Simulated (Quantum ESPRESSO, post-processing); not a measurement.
# Thickness dependence of 2H-WS2, part 2 of 2

What does each added layer of 2H-WS2 bring in screening, and what does it do to the gap?

Quantum ESPRESSO 7.5; plane-wave DFT, PBE, GBRV ultrasoft pseudopotentials.

So far. Step 8 (Band structure, 1 layer: no field): Along this path the valence top lies at K and the conduction bottom at K. Step 12 (Band structure, 1 layer: spin-orbit coupling): Along this path the valence top lies at K and the conduction bottom between K and Γ.

## Step 13: Relaxing cell and ions, 2 layers

Level of this step: plane-wave DFT, PBE-D3(BJ), GBRV ultrasoft pseudopotentials (Quantum ESPRESSO 7.5).

System of this step: 2H-WS2, 2 layers, AA' stacking. The cell holds 6 atoms: 4 S and 2 W. Its edges and angles: a = 3.180 Å, b = 3.180 Å, c = 27.251 Å, α = 90.0°, β = 90.0°, γ = 120.0°. It derives from WS2. Vacuum lies along c.

Input file n2.relax.in:

```
&control
  prefix = 'n2.relax'
  outdir = './out'
  pseudo_dir = './pseudo'
  nstep = 50
  forc_conv_thr = 0.0004
  calculation = 'vc-relax'
  etot_conv_thr = 1e-06
/
&system
  ibrav = 0
  nat = 6
  ntyp = 2
  ecutwfc = 50
  ecutrho = 250
  vdw_corr = 'grimme-d3'
  dftd3_version = 4
  occupations = 'smearing'
  smearing = 'fd'
  degauss = 0.004
/
&electrons
  conv_thr = 1e-09
  mixing_beta = 0.4
  electron_maxstep = 120
  mixing_mode = 'plain'
/
&ions
/
&cell
  cell_dofree = '2Dxy'
  press_conv_thr = 0.3
/
ATOMIC_SPECIES
  S   32.0600  s_pbe_v1.4.uspp.F.UPF
  W   183.8400  w_pbe_v1.2.uspp.F.UPF
CELL_PARAMETERS angstrom
  3.18000000000000 0.00000000000000 0.00000000000000
  -1.59000000000000 2.75396078403451 0.00000000000000
  0.00000000000000 0.00000000000000 27.25124046483791
ATOMIC_POSITIONS crystal
  S   0.333333333333 0.666666666667 0.311912406739
  W   0.000000000000 0.000000000000 0.375682352127
  S   0.333333333333 0.666666666667 0.439452297515
  S   0.000000000000 0.000000000000 0.560547702485
  W   0.333333333333 0.666666666667 0.624317647873
  S   0.000000000000 0.000000000000 0.688087593261
K_POINTS automatic
  12 12 1 0 0 0
```

The run is started by

```bash
$ OMP_NUM_THREADS=1 mpirun -n 4 pw.x -nk 4 -in n2.relax.in > n2.relax.out
```

Elapsed: 27 min, on 4 MPI ranks of Arm Neoverse V1, shared host; peak memory 1.3 GiB.

Step by step (22 of 27):

```
step  energy less that of the first step (eV)  largest force (eV/Å)  volume (Å³)
   1                                   0.0000                2.6631       238.66
   2                                  -0.5675                1.8176       234.87
   3                                  -0.8910                0.7140       231.57
   5                                  -0.9423                0.0670       231.83
   6                                  -0.9481                0.0591       232.88
   7                                  -0.9532                0.0426       234.45
   8                                  -0.9541                0.0398       235.37
  10                                  -0.9546                0.0407       235.56
  11                                  -0.9550                0.0411       235.64
  12                                  -0.9557                0.0415       235.73
  13                                  -0.9567                0.0419       235.84
  15                                  -0.9605                0.0431       236.13
  16                                  -0.9639                0.0440       236.35
  17                                  -0.9690                0.0442       236.63
  18                                  -0.9762                0.0424       237.00
  20                                  -0.9955                0.0194       238.05
  21                                  -0.9977                0.0062       238.13
  22                                  -0.9994                0.0147       237.74
  23                                  -1.0032                0.0299       236.33
  25                                  -1.0041                0.0023       235.45
  26                                  -1.0041                0.0000       235.47
  27                                  -1.0026                0.0001       235.47
```

| cell as run | before | after | change |
| --- | --- | --- | --- |
| a (Å) | 3.180 | 3.159 | -0.7 % |
| b (Å) | 3.180 | 3.159 | -0.7 % |

The atoms that moved most (Å, along periodic axes as changes of fractional coordinates times the final cell, across vacuum about the mean position):

```
atom     dx     dy      dz  length
  S6  0.000  0.000  -0.484   0.484
  S1  0.000  0.000   0.484   0.484
  W2  0.000  0.000   0.323   0.323
  W5  0.000  0.000  -0.323   0.323
  S4  0.000  0.000  -0.162   0.162
  S3  0.000  0.000   0.162   0.162
```

 The last row is no step: it is a fresh SCF in the final cell with a new plane-wave basis, +1 meV from the row before.

Numbers from this step:

* free energy: -5648.9522 eV
* Fermi energy: 2.953 eV

## Step 14: Self-consistent run, 2 layers: no field

Level of this step: plane-wave DFT, PBE, GBRV ultrasoft pseudopotentials (Quantum ESPRESSO 7.5).

Input file n2.f0.in:

```
&control
  prefix = 'n2.f0'
  outdir = './out'
  pseudo_dir = './pseudo'
  calculation = 'scf'
  tprnfor = .true.
  tefield = .true.
  dipfield = .true.
/
&system
  ibrav = 0
  nat = 6
  ntyp = 2
  ecutwfc = 40
  ecutrho = 200
  occupations = 'smearing'
  smearing = 'fd'
  degauss = 0.004
  edir = 3
  emaxpos = 0.97
  eopreg = 0.04
  eamp = 0.0
  nbnd = 30
/
&electrons
  conv_thr = 1e-09
  mixing_beta = 0.4
  electron_maxstep = 120
  mixing_mode = 'plain'
/
ATOMIC_SPECIES
  S   32.0600  s_pbe_v1.4.uspp.F.UPF
  W   183.8400  w_pbe_v1.2.uspp.F.UPF
CELL_PARAMETERS angstrom
  3.15868519900000 0.00000000000000 0.00000000000000
  -1.57934259900000 2.73550162500000 0.00000000000000
  0.00000000000000 0.00000000000000 27.25124046500000
ATOMIC_POSITIONS crystal
  S   0.333333333300 0.666666666700 0.329665844500
  W   0.000000000000 0.000000000000 0.387552985800
  S   0.333333333300 0.666666666700 0.445382117000
  S   0.000000000000 0.000000000000 0.554617883000
  W   0.333333333300 0.666666666700 0.612447014200
  S   0.000000000000 0.000000000000 0.670334155500
K_POINTS automatic
  12 12 1 0 0 0
```

The run is started by

```bash
$ OMP_NUM_THREADS=1 mpirun -n 4 pw.x -nk 4 -in n2.f0.in > n2.f0.out
```

Elapsed: 2.4 min, on 4 MPI ranks; peak memory 0.75 GiB.

Numbers from this step:

* free energy: -5646.6952 eV
* dipole along the normal: 0 e·Å
* valence top, on the run's zero: 2.304 eV
* conduction bottom, on the run's zero: 3.694 eV
* gap by band count: 1.390 eV

## Step 15: Potential by pp.x, 2 layers

Input file n2.f0.pot.in:

```
&inputpp
  prefix = 'n2.f0'
  outdir = './out'
  filplot = 'n2.f0.pot.dat'
  plot_num = 11
/
```

The run is started by

```bash
$ OMP_NUM_THREADS=1 mpirun -n 4 pp.x -in n2.f0.pot.in > n2.f0.pot.out
```

Run time: 1.2 s. Hardware: 4 MPI ranks; peak memory 0.15 GiB; 4.4 s of CPU time.

Read from the output:

```
slope of the potential above                                          : 4.90e-5 eV/Å
upper vacuum line continued to the top atoms, over the valence top    : 5.295 eV
slope of the potential below                                          : -4.27e-5 eV/Å
lower vacuum line continued to the bottom atoms, over the valence top : 5.295 eV
vacuum level at the upper face over the valence top of the mesh       : 5.296 eV
vacuum level at the lower face over the valence top of the mesh       : 5.296 eV
```

## Step 16: Self-consistent run, 2 layers: field 0.1 V/Å

n2.f1.in is the input of step 14 with these lines changed:

```diff
@@ -1,3 +1,3 @@
 &control
-  prefix = 'n2.f0'
+  prefix = 'n2.f1'
   outdir = './out'
@@ -21,3 +21,3 @@
   eopreg = 0.04
-  eamp = 0.0
+  eamp = 0.00194469
   nbnd = 30
@@ -29,2 +29,3 @@
   mixing_mode = 'plain'
+  startingpot = 'file'
 /
```

The run is started by

```bash
$ cp -r out/n2.f0.save out/n2.f1.save
$ OMP_NUM_THREADS=1 mpirun -n 4 pw.x -nk 4 -in n2.f1.in > n2.f1.out
```

Wall time 2.2 min (4 MPI ranks); peak memory 0.83 GiB.

Numbers from this step:

- free energy: -5646.6976 eV
- Fermi energy: 2.968 eV
- dipole along the normal: 0.04903 e·Å
- valence top, on the run's zero: 2.323 eV
- conduction bottom, on the run's zero: 3.705 eV
- gap by band count: 1.382 eV

## Step 17: Potential by pp.x, 2 layers

Input file n2.f1.pot.in:

```
&inputpp
  prefix = 'n2.f1'
  outdir = './out'
  filplot = 'n2.f1.pot.dat'
  plot_num = 11
/
```

The run is started by

```bash
$ OMP_NUM_THREADS=1 mpirun -n 4 pp.x -in n2.f1.pot.in > n2.f1.pot.out
```

Run time: 1.2 s. Hardware: 4 MPI ranks; peak memory 0.15 GiB; 4.4 s of CPU time.

This step gave:

```
slope of the potential above                                          : 0.1000 eV/Å
upper vacuum line continued to the top atoms, over the valence top    : 5.244 eV
slope of the potential below                                          : 0.09995 eV/Å
lower vacuum line continued to the bottom atoms, over the valence top : 5.342 eV
```

The slope in the vacuum is 0.100 eV/Å for an applied 0.10 V/Å, as it should be.

## Step 18: Bands along a path, 2 layers: no field

n2.f0.bands.in is the input of step 16 with these lines changed:

```diff
@@ -1,7 +1,6 @@
 &control
-  prefix = 'n2.f1'
+  prefix = 'n2.f0.bands'
   outdir = './out'
   pseudo_dir = './pseudo'
-  calculation = 'scf'
-  tprnfor = .true.
+  calculation = 'bands'
   tefield = .true.
@@ -21,3 +20,3 @@
   eopreg = 0.04
-  eamp = 0.00194469
+  eamp = 0.0
   nbnd = 30
@@ -25,7 +24,6 @@
 &electrons
-  conv_thr = 1e-09
+  conv_thr = 1e-07
   mixing_beta = 0.4
   electron_maxstep = 120
-  mixing_mode = 'plain'
-  startingpot = 'file'
+  mixing_mode = 'local-TF'
 /
@@ -45,3 +43,7 @@
   S   0.000000000000 0.000000000000 0.670334155500
-K_POINTS automatic
-  12 12 1 0 0 0
+K_POINTS crystal_b
+4
+  0.0000000000 0.0000000000 0.0000000000 12
+  0.5000000000 0.0000000000 0.0000000000 12
+  0.3333333333 0.3333333333 0.0000000000 12
+  0.0000000000 0.0000000000 0.0000000000 1
```

The run is started by

```bash
$ cp -r out/n2.f0.save out/n2.f0.bands.save
$ cp out/n2.f0.xml out/n2.f0.bands.xml
$ OMP_NUM_THREADS=1 mpirun -n 4 pw.x -nk 4 -in n2.f0.bands.in > n2.f0.bands.out
```

Elapsed: 54 s, on 4 MPI ranks; peak memory 0.4 GiB; 3.6 min of CPU time.

Read from the output:

```
dipole along the normal              : 0 e·Å
valence top, on the run's zero       : 2.304 eV
conduction bottom, on the run's zero : 3.694 eV
gap by band count                    : 1.390 eV
```

Band numbers count within the set of bands kept for display. Electronic bands along the path, in eV, zero at the highest filled level of the SCF mesh; v1 is the highest filled band, c1 the lowest empty one:

| point | v4 | v3 | v2 | v1 | c1 | c2 | c3 | c4 |
| --- | --- | --- | --- | --- | --- | --- | --- | --- |
| Γ | -1.94 | -1.94 | -0.71 | 0.00 | 2.53 | 2.53 | 2.54 | 2.54 |
| halfway | -2.27 | -1.90 | -1.33 | -1.26 | 1.73 | 2.12 | 2.17 | 2.24 |
| M | -1.67 | -1.56 | -1.41 | -1.31 | 2.55 | 2.58 | 2.90 | 3.06 |
| halfway | -2.72 | -2.49 | -0.90 | -0.76 | 2.21 | 2.26 | 3.04 | 3.23 |
| K | -2.80 | -2.80 | -0.45 | -0.34 | 1.54 | 1.54 | 2.55 | 3.19 |
| halfway | -1.84 | -1.72 | -1.28 | -1.26 | 1.39 | 1.83 | 2.36 | 2.54 |
| Γ | -1.94 | -1.94 | -0.71 | 0.00 | 2.53 | 2.53 | 2.54 | 2.54 |

Along this path the valence top lies at Γ and the conduction bottom between K and Γ.

## Step 19: Polarisability from the dipole between 0 and 0.1 V/A, 2 layers

This step gave:

| Quantity | Value |
| --- | --- |
| polarisability a cell | 7.060 Å³ |
| sheet polarisability 4πα/A | 10.27 Å |

Table of change of the potential energy, second field less first by z:

```csv
z (Å),"change of the potential energy, second field less first (eV)"
0,-0.424
1,-0.749
2,-0.649
3,-0.549
4,-0.449
5,-0.349
6,-0.250
7,-0.154
8,-0.0801
9,-0.0567
10,-0.0527
11,-0.0463
12,-0.0429
13,-0.0264
14,0.0171
15,0.0406
16,0.0448
17,0.0506
18,0.0542
19,0.0696
20,0.131
21,0.225
22,0.324
23,0.424
24,0.524
25,0.624
26,0.724
27,-0.0581
```

## Step 20: The series side by side

All levels:

| level | sheet polarisability (Å) | gap without a field (eV) | vacuum over the valence top of the mesh (eV) | CPU time (s) |
| --- | --- | --- | --- | --- |
| 1 layer | 5.112 | 1.922 | 5.678 | 283.6 |
| 2 layers | 10.27 | 1.39 | 5.296 | 1098 |

## Step 21: Worked from the printed numbers

From 1 to 2 layers, over the growth of the distance between the outermost mean planes: (10.268 − 5.112) Å / 6.130 Å = 0.841 = 1 − 1/ε, so ε = 6.3.

## Step 22: Outcome

| Property | Result |
| --- | --- |
| 4πα/A of 1 layer | 5.11 Å |
| gap along the path, 1 layer | 1.92 eV |
| Kohn-Sham ionisation potential, 1 layer | 5.68 eV |
| 4πα/A of 2 layers | 10.27 Å |
| gap along the path, 2 layers | 1.39 eV |
| Kohn-Sham ionisation potential, 2 layers | 5.30 eV |

**Reading.** The sheet polarisability 4πα/A grows as 5.11 and 10.27 Å for 1 and 2 layers (PBE, GBRV ultrasoft). The last layer adds 6.13 Å between the outermost mean planes and 5.16 Å of 4πα/A; 1 − 1/ε = 0.841 gives ε = 6.3 along the normal for the stacked crystal at this spacing. The gap runs 1.92 and 1.39 eV. Relaxed under PBE-D3(BJ), the lattice constant goes from 3.160 to 3.159 Å. For one layer the induced dipoles at +0.1 and −0.1 V/Å differ in size by 0.2 %, which is SCF noise. With spin-orbit coupling (other, fully relativistic files) the single layer's gap along the path is 1.63 eV against 1.92 eV. The nearest atoms of neighbouring layers lie 3.49 Å apart. With 1 − 1/ε so near one, ε is touchy: 0.1 Å more spacing would give ε = 5.8. On the path the edges lie as follows: K to K for 1 and Γ to between K and Γ for 2 (valence top to conduction bottom, by number of layers). One stacking was chosen. The ions are clamped in the field. Semilocal gaps are too small and shrink less with thickness than quasiparticle gaps, which also feel the screening by neighbours.

[Logs are printed without paths, hosts, clocks, repeated set-up lines and the standing remarks that a program may print on its own settings, such as how far it seeks lower states.]

[Hosts, paths, dates, database ids (printed as entryN), source tags and the programs' standing remarks are cut or masked in the printed files.]

[Maps of the electrostatic potential energy from Ansatz leave out the sawtooth potential of an applied field or a dipole correction, so their vacuum need not be flat; planar profiles and work functions include it.]
